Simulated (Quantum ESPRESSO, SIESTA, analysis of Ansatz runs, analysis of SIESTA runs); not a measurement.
# Al_Si in SiC (F-43m): how far do the levels depend on the basis and the program? (SIESTA and Quantum ESPRESSO), part 2 of 3

We place the charge-transition levels of Al_Si in SiC (F-43m) with atom-centred orbitals, then repeat the energies at other levels of method to see what holds. Model: a cell of 54 host atoms with 1 Si taken out and 1 Al put in.

SIESTA and Quantum ESPRESSO ; SIESTA numerical-orbital DFT, PBEsol, DZP basis, PseudoDojo 0.4.1 potentials converted to PSML; charged supercells in a uniform background, point-charge correction with alignment at far sites.

So far. Step 2 (Band edges): The gap at this level is 1.23 eV.

### 3. Relaxing each charge state

Level of this step: SIESTA numerical-orbital DFT, PBEsol, DZP basis, PseudoDojo 0.4.1 potentials converted to PSML; relaxation of all atoms of a defect supercell (SIESTA).

Each state starts from the atoms near the defect displaced at random, so that no symmetry of the ideal site is imposed. An odd electron count needs spin polarisation, and the total moment is held fixed to keep the state apart from its neighbours in spin. Charge 0 is shown in full.

defect.fdf reads:

```
SystemName                      AlSi26C27
SystemLabel                     defect
NumberOfSpecies                 3
NumberOfAtoms                   54
%block ChemicalSpeciesLabel
  1   14 Si
  2    6 C
  3   13 Al
%endblock ChemicalSpeciesLabel
LatticeConstant                 1.0 Ang
%block LatticeVectors
     0.000003000     6.564408000     6.564408000
     6.564408000     0.000003000     6.564408000
     6.564408000     6.564408000     0.000003000
%endblock LatticeVectors
AtomicCoordinatesFormat         Fractional
%block AtomicCoordinatesAndAtomicSpecies
    -0.000348878     0.005135923     0.000777145  1
     0.083332324     0.083332324     0.083332324  2
     0.004675955     0.002805165     0.330001719  1
     0.082425335     0.078165611     0.422157474  2
     0.005165767     0.001537176     0.661510121  1
     0.079357153     0.080515668     0.751026769  2
     0.002878840     0.335726561     0.001247207  1
     0.081845009     0.423059295     0.082081133  2
     0.000001066     0.333334400     0.333334400  1
     0.083332324     0.416665657     0.416665657  2
     0.000001066     0.333334400     0.666667733  1
     0.079859529     0.420174735     0.754082165  2
    -0.001766790     0.664356462    -0.002499699  1
     0.084788878     0.752376747     0.076784297  2
     0.000001066     0.666667733     0.333334400  1
     0.083781319     0.755803123     0.415051677  2
     0.001193033     0.666200333     0.671602354  1
     0.084965309     0.745843370     0.755437539  2
     0.333334400     0.000001066     0.000001066  1
     0.416665657     0.083332324     0.083332324  2
     0.334181817     0.004821394     0.327500456  1
     0.413767130     0.079015123     0.421845643  2
     0.330988870     0.006321006     0.666209426  1
     0.416665657     0.083332324     0.749998991  2
     0.331670419     0.337193475     0.003259299  1
     0.415826327     0.423086424     0.080036997  2
     0.333334400     0.333334400     0.333334400  1
     0.416084448     0.413382751     0.414157268  2
     0.335692052     0.335597218     0.668639020  1
     0.421767852     0.411308642     0.748850916  2
     0.338874964     0.665924007    -0.005159634  1
     0.416665657     0.749998991     0.083332324  2
     0.331069240     0.672108278     0.328726427  1
     0.414263273     0.753592654     0.411675662  2
     0.338589643     0.661542770     0.668038713  3
     0.413793738     0.745650732     0.755157536  2
     0.666667733     0.000001066     0.000001066  1
     0.749998991     0.083332324     0.083332324  2
     0.670526127     0.002220841     0.333436132  1
     0.749998991     0.083332324     0.416665657  2
     0.666667733     0.000001066     0.666667733  1
     0.749998991     0.083332324     0.749998991  2
     0.668253729     0.331437493    -0.004935343  1
     0.749998991     0.416665657     0.083332324  2
     0.665766605     0.334604396     0.338418893  1
     0.753918529     0.413152924     0.412574367  2
     0.665437624     0.327999112     0.668149672  1
     0.751202546     0.413653495     0.755691769  2
     0.666667733     0.666667733     0.000001066  1
     0.749998991     0.749998991     0.083332324  2
     0.662212627     0.663646171     0.336335144  1
     0.755742577     0.751098404     0.412793953  2
     0.660120702     0.669192939     0.669265324  1
     0.749998991     0.749998991     0.749998991  2
%endblock AtomicCoordinatesAndAtomicSpecies
%block kgrid.MonkhorstPack
    2   0   0  0.50
    0   2   0  0.50
    0   0   2  0.50
%endblock kgrid.MonkhorstPack
XC.Functional                   GGA
XC.Authors                      PBEsol
PAO.BasisSize                   DZP
PAO.EnergyShift                 0.005 Ry
Mesh.Cutoff                     300 Ry
Spin                            polarized
%block DM.InitSpin
    18   0.200
    30   0.200
    34   0.200
    35   0.200
    36   0.200
%endblock DM.InitSpin
Spin.Fix                        true
Spin.Total                      1.0
OccupationFunction              FD
ElectronicTemperature           0.01 eV
MaxSCFIterations                150
SCF.MustConverge                true
SCF.Mixer.Method                Pulay
SCF.Mixer.Weight                0.1
SCF.Mixer.History               10
SCF.DM.Tolerance                3.0e-4
SCF.H.Tolerance                 3.0e-3 eV
WriteForces                     true
Charge.Mulliken                 end
SaveRho                         true
SaveElectrostaticPotential      true
Charge.Hirshfeld                end
Charge.Voronoi                  end
MD.TypeOfRun                    Broyden
MD.Steps                        90
MD.MaxForceTol                  0.04 eV/Ang
MD.MaxDispl                     0.15 Ang
WriteCoorStep                   true
AtomCoorFormatOut               Fractional
```

Command:

```sh
> OMP_NUM_THREADS=1 siesta defect.fdf > defect.out
```

What it wrote:

```text
Version         : 5.4.2

                           ***********************
                           *  WELCOME TO SIESTA  *
                           ***********************

[...]
reinit: Reading from file defect.fdf

reinit: -----------------------------------------------------------------------
reinit: System Name: AlSi26C27
reinit: -----------------------------------------------------------------------
reinit: System Label: defect
reinit: -----------------------------------------------------------------------

[...]
initatom: Reading input for the pseudopotentials and atomic orbitals ----------
Species number:   1 Atomic number:   14 Label: Si
Species number:   2 Atomic number:    6 Label: C
Species number:   3 Atomic number:   13 Label: Al

[... pseudopotential checks and orbital generation ...]

prinput: Basis input

PAO.BasisType split

%block ChemicalSpeciesLabel
    1   14 Si                      # Species index, atomic number, species label
    2    6 C                       # Species index, atomic number, species label
    3   13 Al                      # Species index, atomic number, species label
%endblock ChemicalSpeciesLabel

%block PAO.Basis                 # Define Basis set
# WARNING: This information might be incomplete!
Si                    2                    # Species label, number of l-shells
 n=3   0   2                         # n, l, Nzeta
   5.819      3.988
   1.000      1.000
 n=3   1   2 P   1                   # n, l, Nzeta, Polarization, NzetaPol
   7.489      5.207
   1.000      1.000
C                     2                    # Species label, number of l-shells
 n=2   0   2                         # n, l, Nzeta
   4.859      3.157
   1.000      1.000
 n=2   1   2 P   1                   # n, l, Nzeta, Polarization, NzetaPol
   5.984      3.889
   1.000      1.000
Al                    2                    # Species label, number of l-shells
 n=3   0   2                         # n, l, Nzeta
   6.641      4.635
   1.000      1.000
 n=3   1   2 P   1                   # n, l, Nzeta, Polarization, NzetaPol
[...]
%endblock PAO.Basis

prinput: ----------------------------------------------------------------------

coor:   Atomic-coordinates input format  =     Fractional

[...]
siesta: System type = bulk

initatomlists: Number of atoms, orbitals, and projectors:     54   702   702

[... echo of the settings ...]

siesta: k-grid: Number of k-points = 4
siesta: k-points from Monkhorst-Pack grid
siesta: k-cutoff (effective) =     9.283 Ang
siesta: k-point supercell and displacements
siesta: k-grid:     2     0     0      0.500
siesta: k-grid:     0     2     0      0.500
siesta: k-grid:     0     0     2      0.500

diag: Algorithm                                     = D&C
diag: Absolute tolerance                            =  0.100E-15
diag: Orthogonalization factor                      =  0.100E-05

superc: Internal auxiliary supercell:     3 x     3 x     3  =      27
superc: Number of atoms, orbitals, and projectors:   1458  18954  18954

                     ====================================
                        Begin Broyden opt. move =      0
                     ====================================

[...]
superc: Internal auxiliary supercell:     3 x     3 x     3  =      27
superc: Number of atoms, orbitals, and projectors:   1458  18954  18954

outcell: Unit cell vectors (Ang):
        0.000003    6.564408    6.564408
        6.564408    0.000003    6.564408
        6.564408    6.564408    0.000003

outcell: Cell vector modules (Ang)   :    9.283475    9.283475    9.283475
outcell: Cell angles (23,13,12) (deg):     60.0000     60.0000     60.0000
outcell: Cell volume (Ang**3)        :    565.7394
[...]
Initializing Density Matrix...

[...]
DM filled with atomic data (user-defined):

InitMesh: MESH = 80 x 80 x 80 = 512000
InitMesh: Mesh cutoff (required, used) =   300.000   307.859 Ry

[...]
iscf     Eharris(eV)        E_KS(eV)     FreeEng(eV)     dDmax     Ef_up Ef_dn(eV) dHmax(eV)
   scf:    1    -7151.312268    -7421.004806    -7421.008585  0.902641 -8.326019 -8.695110  9.637920
[...]
scf:    2    -7461.774655    -7442.322454    -7442.327115  0.029907 -7.911872 -8.250989  6.486018
[...]
scf:    3    -7485.116685    -7468.996412    -7468.998910  0.073060 -6.834581 -7.155152  1.697706
[...]
scf:    4    -7471.361821    -7470.695163    -7470.699467  0.019214 -6.628961 -6.963820  1.396139
[...]
scf:    5    -7470.792896    -7470.790363    -7470.795129  0.008991 -6.555953 -6.876744  0.266965
[...]
scf:    6    -7470.824879    -7470.811566    -7470.816309  0.003214 -6.537034 -6.856767  0.108876
[...]
scf:    7    -7470.820056    -7470.816024    -7470.820753  0.000696 -6.535272 -6.853504  0.081015
[...]
scf:    8    -7470.837252    -7470.827720    -7470.832443  0.002970 -6.522047 -6.837993  0.050727
[...]
scf:    9    -7470.830110    -7470.829040    -7470.833750  0.001094 -6.518112 -6.833030  0.017811
[...]
scf:   10    -7470.829211    -7470.829135    -7470.833845  0.000246 -6.518061 -6.832383  0.016773
[...]
spin moment: {S} , |S| = {        0.0        0.0    1.00000 }     1.00000

SCF Convergence by DM+H criterion
[...]
DM extrapolation coefficients:
1   1.00000
New DM after history re-use:

[...]
iscf     Eharris(eV)        E_KS(eV)     FreeEng(eV)     dDmax     Ef_up Ef_dn(eV) dHmax(eV)
   scf:    1    -7472.229331    -7472.227793    -7472.232558  0.000881 -6.542581 -6.843601  0.025096
[...]
scf:    2    -7472.223782    -7472.226612    -7472.231377  0.000641 -6.539267 -6.839175  0.106635
[...]
scf:    3    -7472.228151    -7472.227901    -7472.232667  0.000520 -6.541904 -6.842743  0.003783
[...]
scf:    4    -7472.227911    -7472.227907    -7472.232672  0.000025 -6.541885 -6.842782  0.001364
     spin moment: {S} , |S| = {        0.0        0.0    1.00000 }     1.00000

SCF Convergence by DM+H criterion
[...]
SCF cycle converged after 4 iterations

[...]
siesta: E_KS(eV) =            -7472.2279

siesta: Atomic forces (eV/Ang):
     1   -0.015438    0.007303   -0.007650
     2   -0.011069    0.001958   -0.012047
     3   -0.008822    0.003413   -0.005271
     4   -0.003773   -0.002174   -0.009236
     5    0.010156   -0.017410   -0.007129
     6   -0.016058    0.008161   -0.010656
     7   -0.014383   -0.007827   -0.011999
     8   -0.018461   -0.007910   -0.005615
     9   -0.011847   -0.004124   -0.002326
    10   -0.015884   -0.003398   -0.003052
[...]
50    0.006977    0.006873    0.008689
    51    0.017481    0.000644    0.006780
    52    0.005502   -0.000237    0.003137
    53    0.006232   -0.003883    0.000136
    54    0.001391    0.002073    0.006164
   Tot    0.003833   -0.000149   -0.000788
   Max    0.025182
   Res    0.008765    sqrt( Sum f_i^2 / 3N )
   Max    0.025182    constrained

Stress tensor Voigt[x,y,z,yz,xz,xy] (kbar):      -13.18      -13.01      -12.94       -3.38       -3.27       -3.24
[...]
outcoor: Relaxed atomic coordinates (fractional):
    0.00029918    0.00061924   -0.00016998   1       1  Si
    0.08338815    0.08416689    0.08328220   2       2  C
    0.00033265    0.00036100    0.33353539   1       3  Si
    0.08369565    0.08365914    0.41669037   2       4  C
    0.00081413   -0.00051726    0.66712742   1       5  Si
    0.08369872    0.08375155    0.74986643   2       6  C
    0.00032784    0.33434975   -0.00011746   1       7  Si
    0.08360817    0.41719008    0.08354986   2       8  C
    0.00033978    0.33371518    0.33359406   1       9  Si
    0.08338380    0.41720379    0.41675982   2      10  C
    0.00026401    0.33384208    0.66687401   1      11  Si
    0.08350693    0.41710744    0.75000220   2      12  C
    0.00028648    0.66754586   -0.00041925   1      13  Si
    0.08350445    0.75064587    0.08311183   2      14  C
    0.00001252    0.66732827    0.33326768   1      15  Si
    0.08322804    0.75052395    0.41645511   2      16  C
   -0.00044095    0.66765376    0.66709955   1      17  Si
    0.07273738    0.75334194    0.75339469   2      18  C
    0.33378042    0.00058751   -0.00042642   1      19  Si
    0.41695948    0.08368054    0.08314134   2      20  C
[...]
0.33456568    0.66683796    0.66669644   3      35  Al
[...]
0.66641039    0.33370241    0.33372952   1      45  Si
    0.75033362    0.41645331    0.41683598   2      46  C
    0.66706281    0.33278722    0.66724058   1      47  Si
    0.75022255    0.41679216    0.74996153   2      48  C
    0.66643986    0.66734240   -0.00020162   1      49  Si
    0.75017742    0.74996238    0.08326650   2      50  C
    0.66653194    0.66688750    0.33334356   1      51  Si
    0.74994212    0.74997466    0.41675112   2      52  C
    0.66560295    0.66767087    0.66758631   1      53  Si
    0.75014654    0.74973457    0.74968294   2      54  C

[...]
siesta: Final energy (eV):
siesta:  Band Struct. =   -2723.176055
siesta:       Kinetic =    4218.970659
siesta:       Hartree =     852.563533
[...]
siesta:         Exch. =   -2433.277238
siesta:         Corr. =    -303.715320
[...]
siesta:   Exch.-corr. =   -2736.992558
siesta:  Ion-electron =   -5679.121345
siesta:       Ion-ion =   -4127.648197
[...]
siesta:         Total =   -7472.227907
siesta:      Fermi_up =      -6.541885
siesta:      Fermi_dn =      -6.842782

siesta: Stress tensor (static) (eV/Ang**3):
siesta:    -0.008226   -0.002023   -0.002043
siesta:    -0.002023   -0.008120   -0.002109
siesta:    -0.002043   -0.002109   -0.008074

siesta: Cell volume =        565.739362 Ang**3

siesta: Pressure (static):
siesta:                Solid            Molecule  Units
siesta:           0.00008866          0.00008360  Ry/Bohr**3
siesta:           0.00814007          0.00767601  eV/Ang**3
siesta:          13.04183481         12.29831691  kBar

[...]
mulliken: Qtot =      108.000

[...]
mulliken: Qtot =      107.000

Mulliken Atomic Populations:
Atom #   charge [q] valence [e]      Sz [e]  Species
     1    -0.121096    4.121096    0.001921  Si
     2     0.111472    3.888528    0.015243  C
     3    -0.120708    4.120708    0.001889  Si
     4     0.099516    3.900484    0.016898  C
     5    -0.145884    4.145884    0.009450  Si
     6     0.098779    3.901221    0.014445  C
     7    -0.120840    4.120840    0.001898  Si
     8     0.099557    3.900443    0.016794  C
     9    -0.097099    4.097099    0.002119  Si
    10     0.103768    3.896232    0.011571  C
    11    -0.101768    4.101768    0.002912  Si
    12     0.100251    3.899749    0.015691  C
    13    -0.145642    4.145642    0.009488  Si
    14     0.098585    3.901415    0.014418  C
    15    -0.101910    4.101910    0.002920  Si
    16     0.100306    3.899694    0.015689  C
    17    -0.146423    4.146423    0.004456  Si
    18     0.119291    3.880709    0.094378  C
    19    -0.096892    4.096892    0.002658  Si
    20     0.118578    3.881422    0.053395  C
[...]
35     0.319567    2.680433    0.056701  Al
[...]
45    -0.121346    4.121346    0.001918  Si
    46     0.099664    3.900336    0.016887  C
    47    -0.145575    4.145575    0.009397  Si
    48     0.098724    3.901276    0.014357  C
    49    -0.097182    4.097182    0.002685  Si
    50     0.118623    3.881377    0.052361  C
    51    -0.146118    4.146118    0.009401  Si
    52     0.098601    3.901399    0.014436  C
    53    -0.142176    4.142176    0.005236  Si
    54     0.119240    3.880760    0.032191  C
 Total    -0.000000                1.000000

[...]
Job completed
```

The job ended after 68 min (1 MPI rank of AMD EPYC 7R43, shared host; peak memory 1.2 GiB).

The steps and moves of this run count from the displaced start.

Relaxation path:

```tsv
step	energy less that of the first step (eV)	largest force (eV/Å)
0	0.0000	2.8885
1	-1.1895	1.0126
2	-1.3390	0.4769
3	-1.3787	0.2307
4	-1.3920	0.0842
5	-1.3959	0.0684
6	-1.3987	0.0348
```

The atoms that moved most (Å):

```tsv
atom	dx	dy	dz	length
C18	0.036	-0.094	-0.031	0.105
C36	0.034	0.024	0.092	0.101
C34	-0.045	-0.005	0.040	0.060
Si23	-0.040	0.032	-0.025	0.056
Si13	0.035	0.027	0.034	0.056
C6	0.014	0.021	0.050	0.056
C30	-0.012	0.024	-0.047	0.054
C4	0.000	-0.028	0.044	0.052
```

Neighbours of Al35 at the end:

```tsv
atom	distance (Å)
C36	1.955
C18	1.985
C30	1.985
C34	1.985
Si53	3.081
Si31	3.084
Si23	3.087
Si51	3.088
Si25	3.091
Si5	3.093
Si21	3.093
Si47	3.094
Si13	3.097
Si29	3.100
Si17	3.104
Si33	3.105
```

Energies on the run's own zero. States near gap, by row:

```tsv
spin	k	band	energy (eV)	filled by count
up	0	104	-7.338	1
up	0	105	-7.281	1
up	0	106	-7.28	1
up	0	107	-6.828	1
up	0	108	-6.827	1
up	0	109	-4.434	0
up	0	110	-4.433	0
up	0	111	-4.429	0
up	0	112	-3.716	0
up	1	104	-7.542	1
up	1	105	-7.436	1
up	1	106	-7.364	1
up	1	107	-7.096	1
up	1	108	-6.934	1
up	1	109	-5.047	0
up	1	110	-3.835	0
up	1	111	-3.821	0
up	1	112	-3.293	0
down	0	103	-7.496	1
down	0	104	-7.3	1
down	0	105	-7.207	1
down	0	106	-7.206	1
down	0	107	-6.728	1
down	0	108	-6.725	0
down	0	109	-4.427	0
down	0	110	-4.426	0
down	0	111	-4.422	0
down	1	103	-7.593	1
down	1	104	-7.509	1
down	1	105	-7.395	1
down	1	106	-7.287	1
down	1	107	-7.056	1
down	1	108	-6.834	0
down	1	109	-5.038	0
down	1	110	-3.821	0
down	1	111	-3.809	0
```

The states that were run, at 2×2×2 shifted by half a step, on 1 MPI rank of AMD EPYC 7R43, shared host:

```tsv
charge	moment (μB)	outcome	structures computed	largest displacement of a host atom from its site (Å)	lowest empty less highest filled level (eV)	time
−1	0	converged	7	0.08	1.66	34 min
0	1	converged	7	0.09	-0.11	68 min
```

At charge 0 filled and empty levels, counted over both spins and all k-points, touch or overlap: the last carrier shares a level or a band, or the held moment keeps an electron of one spin above an empty level of the other.

Against the host's sites the lattice moves most at charge 0 (0.09 Å); the smallest move among the states is 0.08 Å.

### 4. Corrections and levels

A charged cell interacts with its images and the background. The point-charge term, screened by the static dielectric constant, takes that out, and the potential far from the defect is aligned with the host's. Chemical potentials: Al (fcc), C (diamond) and Si (diamond), run alike.

By state, in eV; the first energy still holds the atoms taken out or put in:

```tsv
charge	moment (μB)	energy over the host, electrons at the valence top	point-charge term	potential shift at far sites	its spread	correction
−1	0	53.871	0.241	-0.017	0.015	0.258
0	1	53.903	0.000	-	-	0.000
```

Potentials at atomic sites for charge −1, some of the atoms; distances and the model charge refer to the site on which the defect was built:

```tsv
atom	distance from that site (Å)	potential less the host's (eV)	point-charge model (eV)
C18	1.964	0.216	0.241
Si17	3.086	-0.003	0.015
Si53	3.090	-0.003	0.015
Si47	3.096	-0.003	0.014
C4	3.626	-0.044	-0.035
C48	3.630	-0.045	-0.036
Si3	4.371	-0.145	-0.081
C20	4.765	-0.062	-0.067
Si11	5.353	-0.116	-0.081
Si37	5.358	-0.103	-0.081
C44	5.682	-0.116	-0.099
```

Over the charge states the far sites scatter by a standard deviation of up to 0.02 eV about the model once its mean shift is taken off, which is the uncertainty of the alignment.

Limit set by the element alone; other compounds of these elements are not counted. Chemical potentials from the elements' reference states: C 0.00 eV, Si -0.50 eV, Al 0.00 eV. Formation energies (C-rich), with the Fermi level at the valence top and at the conduction bottom (gap 1.23 eV):

```tsv
charge	at valence top (eV)	at conduction bottom (eV)	correction included (eV)
0	1.45	1.45	0.00
−1	1.68	0.44	0.26
```

```csv
Fermi level (eV),lowest formation energy (eV)
0.00,1.45
0.11,1.45
0.22,1.45
0.34,1.34
0.45,1.23
0.56,1.12
0.67,1.00
0.79,0.89
0.90,0.78
1.01,0.67
1.12,0.55
1.23,0.44
```

Limit set by the element alone; other compounds of these elements are not counted. Chemical potentials from the elements' reference states: Si 0.00 eV, C -0.50 eV, Al 0.00 eV. Formation energies (Si-rich), with the Fermi level at the valence top and at the conduction bottom (gap 1.23 eV):

```tsv
charge	at valence top (eV)	at conduction bottom (eV)	correction included (eV)
0	1.95	1.95	0.00
−1	2.18	0.94	0.26
```

```
Fermi level (eV)  lowest formation energy (eV)
            0.00                          1.95
            0.11                          1.95
            0.22                          1.95
            0.34                          1.84
            0.45                          1.73
            0.56                          1.62
            0.67                          1.50
            0.79                          1.39
            0.90                          1.28
            1.01                          1.17
            1.12                          1.05
            1.23                          0.94
```

So at this level: (0/−1) at 0.23 eV (-0.03 without the correction), in a gap of 1.23 eV. Before or after the correction (0/−1) lies near a band edge or past it: the carrier may then sit in a band, where the correction doesn't apply, so this need not be the level of a bound state.

(Part 2 of 3 ends here.)

[Logs are printed without paths, hosts, clocks, repeated set-up lines and the standing remarks that a program may print on its own settings, such as how far it seeks lower states.]

[Hosts, paths, dates, database ids (printed as entryN), source tags and the programs' standing remarks are cut or masked in the printed files.]

[For some hosts the program warned that the k-mesh of the response run may be too coarse for force constants and the static dielectric constant; such warnings are not shown here.]

[Charge tables in the logs are Mulliken or Hirshfeld populations, whose sizes and signs can differ; where basis functions stand at a vacancy, SIESTA counts their charge against the missing atom's valence.]

[In relaxation paths of CP2K, step 0 can be the structure after the first move, since the trajectory file begins there, and the last row can be the final structure solved once more.]
